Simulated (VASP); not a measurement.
# Mg (P6/mmm) in VASP: further runs

Runs on Mg. Level: r2SCAN. Tasks: single point.

Program: VASP 6.6.1. These are calculated values, not measurements. Logs are shortened: lines on timing, memory, paths and dates and some standing lists are left out, and cuts for length are marked.

### Step 1. The crystal as given

It takes space group P6/mmm (No. 191, hexagonal). Conventional cell: a = 3.050 Å, b = 3.050 Å, c = 3.045 Å, α = 90.00°, β = 90.00°, γ = 120.00°. Around Mg (site symmetry 6/mmm) lie 8 Mg at 3.04 to 3.05 Å.

This isn't the form of Mg at room conditions, which is hcp.

### Step 2. Single point, r2SCAN

File INCAR:

```
ADDGRID = False
ALGO = Normal
EDIFF = 1E-6
ENCUT = 400
ISIF = 2
ISMEAR = 1
LASPH = False
LCHARG = False
LMIXTAU = True
LREAL = False
LWAVE = False
METAGGA = R2SCAN
NELM = 100
PREC = Accurate
SIGMA = 0.2
```

File KPOINTS:

```
k-points
0
Gamma
  11 11 9
```

File POSCAR:

```
Mg
1.0
    3.0502998005      0.0000000000      0.0000000000
   -1.5251499003      2.6416371164      0.0000000000
    0.0000000000      0.0000000000      3.0448375700
Mg
1
Direct
    0.0000000000      0.0000000000      0.0000000000
```

Potentials or basis: VASP PAW PBE potentials, release 64 (Mg).

Run with:

```bash
$ cat potpaw_PBE.64/Mg/POTCAR > POTCAR
$ mpirun -np 1 vasp_std > vasp.out
```

OUTCAR:

```text
EDIFF = 1E-6
   ENCUT = 400
   ISIF = 2
   ISMEAR = 1
   LASPH = False
   LREAL = False
   METAGGA = R2SCAN
   NELM = 100
   PREC = Accurate
     LASPH = .TRUE.)

 Found     80 irreducible k-points:

 Following reciprocal coordinates:
            Coordinates               Weight
  0.000000  0.000000  0.000000      1.000000
  0.090909  0.000000  0.000000      6.000000
  0.181818  0.000000  0.000000      6.000000
  0.272727  0.000000  0.000000      6.000000
  0.363636  0.000000  0.000000      6.000000
  0.454545  0.000000  0.000000      6.000000
   k-points           NKPTS =     80   k-points in BZ     NKDIM =     80   number of bands    NBANDS=      5
   number of dos      NEDOS =    301   number of ions     NIONS =      1
   total plane-waves  NPLWV =   8000
   dimension x,y,z NGX =    20 NGY =   20 NGZ =   20
   dimension x,y,z NGXF=    40 NGYF=   40 NGZF=   40
   ions per type =               1
   NGX,Y,Z   is equivalent  to a cutoff of  10.90, 10.90, 10.92 a.u.
   NGXF,Y,Z  is equivalent  to a cutoff of  21.80, 21.80, 21.84 a.u.
 SYSTEM =  unknown system
   PREC   = accura    normal or accurate (medium, high low for compatibility)
   ISTART =      0    job   : 0-new  1-cont  2-samecut
   ICHARG =      2    charge: 1-file 2-atom 10-const
   ISPIN  =      1    spin polarized calculation?
   LNONCOLLINEAR =      F non collinear calculations
   LSORBIT =      F    spin-orbit coupling
   LASPH  =      F    aspherical Exc in radial PAW
   ENCUT  =  400.0 eV  29.40 Ry    5.42 a.u.   4.97  4.97  4.97*2*pi/ulx,y,z
   NELM   =    100;   NELMIN=  2; NELMDL= -5     # of ELM steps
   EDIFF  = 0.1E-05   stopping-criterion for ELM
   LREAL  =      F    real-space projection
   EDIFFG = 0.1E-04   stopping-criterion for IOM
   NSW    =      0    number of steps for IOM
   IBRION =     -1    ionic relax: 0-MD 1-quasi-New 2-CG
   NFREE  =      0    steps in history (QN), initial steepest desc. (CG)
   ISIF   =      2    stress and relaxation
   ISYM   =      2    0-nonsym 1-usesym 2-fastsym
   POTIM  = 0.5000    time-step for ionic-motion
   TEBEG  =    0.0;   TEEND  =   0.0 temperature during run
   PSTRESS=    0.0 pullay stress
   NELECT =       2.0000    total number of electrons
   NUPDOWN=      -1.0000    fix difference up-down
   EMIN   =  10.00;   EMAX   =-10.00  energy-range for DOS
   EFERMI =   0.00;   METHOD = LEGACY
   ISMEAR =     1;   SIGMA  =   0.20  broadening in eV -4-tet -1-fermi 0-gaus
   EFERMI_NEDOS =   21; number of points for ismear=-14 and -15
   IALGO  =     38    algorithm
   IMIX   =      4    mixing-type and parameters
     AMIX     =   0.40;   BMIX     =  1.00
     AMIX_MAG =   1.60;   BMIX_MAG =  1.00
  volume/ion in A,a.u.               =      24.53       165.57
  Fermi-wavevector in a.u.,A,eV,Ry     =   0.709836  1.341396  6.855535  0.503868
  Thomas-Fermi vector in A             =   1.796524
   LORBIT       =      0    0 simple, 1 ext, 2 COOP (PROOUT), +10 PAW based schemes
   METAGGA = R2SCAN    functional components
   LHFCALC =     F    Hartree Fock is set to
   AEXX    =    0.0000 exact exchange contribution
   IVDW    =     0    specifies the selected vdW correction
   LEPSILON=     F    determine dielectric tensor
   LRPA    =     F    only Hartree local field effects (RPA)
 non-spin polarized calculation
 Methfessel and Paxton  Order N= 1 SIGMA  =   0.20
  energy-cutoff  :      400.00
  volume of cell :       24.53
 maximum number of plane-waves:       456
 NGX is ok and might be reduce to    20

 number of electron       2.0000000 magnetization

 Free energy of the ion-electron system (eV)
  ---------------------------------------------------
  ext. energy  EPLUGINS =         0.00000000
  ---------------------------------------------------
  free energy    TOTEN  =        -3.86491115 eV

  energy without entropy =       -3.86534262  energy(sigma->0) =       -3.86505497

 E-fermi :   2.2765     XC(G=0):  -8.8347

 val. band max:        2.1499406377   @ k =   0.3636   0.1818   0.3333
 cond. band min:       2.2835070682   @ k =   0.3636   0.2727   0.0000
 fundamental gap:      0.1335664305
 Fermi energy:         2.2765221391

 k-point     1 :       0.0000    0.0000    0.0000
  band No.  band energies     occupation
      1      -4.8373      2.00000
      2      10.8259      0.00000
      3      11.7492      0.00000
      4      15.7149      0.00000
      5      15.7149      0.00000

 k-point     2 :       0.0909    0.0000    0.0000
  band No.  band energies     occupation
      1      -4.6461      2.00000
      2      10.7831      0.00000
      3      11.9085      0.00000
      4      13.3230      0.00000
      5      14.6749      0.00000

 k-point     3 :       0.1818    0.0000    0.0000
  band No.  band energies     occupation
      1      -4.0747      2.00000
      2       9.5224      0.00000
      3      11.5996      0.00000
      4      12.3865      0.00000
      5      13.4661      0.00000

 k-point     4 :       0.2727    0.0000    0.0000
  band No.  band energies     occupation
      1      -3.1298      2.00000
      2       6.8095      0.00000
      3      11.4468      0.00000
      4      12.5367      0.00000
      5      13.1839      0.00000

 k-point     5 :       0.3636    0.0000    0.0000
  band No.  band energies     occupation
      1      -1.8239      2.00000
      2       4.2116     -0.00000
      3      11.2988      0.00000
      4      11.9141      0.00000
      5      14.2960      0.00000

 k-point     6 :       0.4545    0.0000    0.0000
  band No.  band energies     occupation
      1      -0.1949      2.00000
      2       1.9261      2.03266
      3      11.1640      0.00000
      4      11.6024      0.00000
      5      15.6628      0.00000

 [... further k-points ...]
[... 5 lines left out ...]
  --------------------------------------------------------------------------------------
  -------------------------------------------------------------------------------------
  Total        0.0978797      0.0978797     -0.0082073     -0.0000000     -0.0000000      0.0000000
  in kB        6.3918061      6.3918061     -0.5359558     -0.0000000     -0.0000000      0.0000000
  external PRESSURE =       4.0825521 kB  Pullay stress =       0.0000000 kB

 VOLUME and BASIS-vectors are now :
 -----------------------------------------------------------------------------
  energy-cutoff  :      400.00
  volume of cell :       24.53
      direct lattice vectors                 reciprocal lattice vectors
     3.050299800  0.000000000  0.000000000     0.327836628  0.189276565  0.000000000
    -1.525149900  2.641637116  0.000000000     0.000000000  0.378553130  0.000000000
     0.000000000  0.000000000  3.044837570     0.000000000  0.000000000  0.328424744

 POSITION                                       TOTAL-FORCE (eV/Angst)
 -----------------------------------------------------------------------------------
      0.00000      0.00000      0.00000         0.000000      0.000000      0.000000
 -----------------------------------------------------------------------------------
    total drift:                                0.000000      0.000000      0.000000

  FREE ENERGIE OF THE ION-ELECTRON SYSTEM (eV)
  ---------------------------------------------------
  free  energy   TOTEN  =        -3.8649111497 eV

  energy  without entropy=       -3.8653426171  energy(sigma->0) =       -3.86505497
```

Wall time 12 s (1 thread of Intel Xeon 6975P-C (Granite Rapids), shared host); peak memory 0.12 GiB.

These settings aren't checked as converged: the numbers below hold their error.

Results:

```yaml
Free_energy: -3.8649 eV
Pressure: 0.4 GPa
Band_gap_on_the_k_mesh: none (metal or under the smearing width)
```

Caveat: the PAW data sets were made with another functional, which shifts forces and pressure a little.

### Step 3. Single point, r2SCAN

This run uses another cell than the first one, of the same volume but with other edges.

INCAR is that of step 2.

KPOINTS is that of step 2.

File POSCAR:

```
Mg
1.0
    3.1430880000     -0.0084060000     -0.0278050000
   -1.5788240000      2.6046760000      0.0276970000
   -0.0277550000      0.0158990000      3.0020770000
Mg
1
Direct
   -0.0144770000      0.0117080000      0.0082640000
```

Potentials or basis: VASP PAW PBE potentials, release 64 (Mg).

Run with:

```bash
$ cat potpaw_PBE.64/Mg/POTCAR > POTCAR
$ mpirun -np 1 vasp_std > vasp.out
```

Wall time 46 s (1 thread of Intel Xeon 6975P-C (Granite Rapids), shared host); peak memory 0.17 GiB.

The run converged, but some of its settings lie outside the range that counts as converged, so its numbers aren't taken as properties of the crystal.

What came out:

```
Free energy            : -3.8623 eV
Pressure               : 0.3 GPa
Band gap on the k mesh : none (metal or under the smearing width)
```

Caveat: the PAW data sets were made with another functional, which shifts forces and pressure a little.

### Step 4. Single point, r2SCAN

File INCAR:

```
ADDGRID = False
ALGO = Normal
EDIFF = 1E-4
ENCUT = 400
ISIF = 2
ISMEAR = 1
LASPH = True
LCHARG = False
LMIXTAU = True
LREAL = Auto
LWAVE = False
METAGGA = R2SCAN
NELM = 100
PREC = Normal
SIGMA = 0.2
```

KPOINTS is that of step 3.

File POSCAR:

```
Mg
1.0
    3.0502998005      0.0000000000      0.0000000000
   -1.5251499003      2.6416371164      0.0000000000
    0.0000000000      0.0000000000      3.0448375700
Mg
1
Direct
    0.0000000000      0.0000000000      0.0000000000
```

Run with:

```bash
$ cat potpaw_PBE.64/Mg/POTCAR > POTCAR
$ mpirun -np 1 vasp_std > vasp.out
```

Run time: 5.1 s. Hardware: 1 thread of Intel Xeon 6975P-C (Granite Rapids), shared host; peak memory 0.11 GiB.

These settings aren't checked as converged: the numbers below hold their error.

Results:

```yaml
Free_energy: -3.8655 eV
Pressure: 0.3 GPa
Band_gap_on_the_k_mesh: none (metal or under the smearing width)
```

Caveat: the PAW data sets were made with another functional, which shifts forces and pressure a little.

### Step 5. For comparison

An earlier run on the cell as given: functional PBE; potentials or basis VASP PAW PBE potentials, release 64 (Mg); cutoff 520 eV; k mesh 10 × 10 × 9; occupations fermi-dirac, width 0.05 eV; no spin polarisation.

- Pressure: 1.1 GPa
- Band gap on the k mesh: none (metal or under the smearing width)
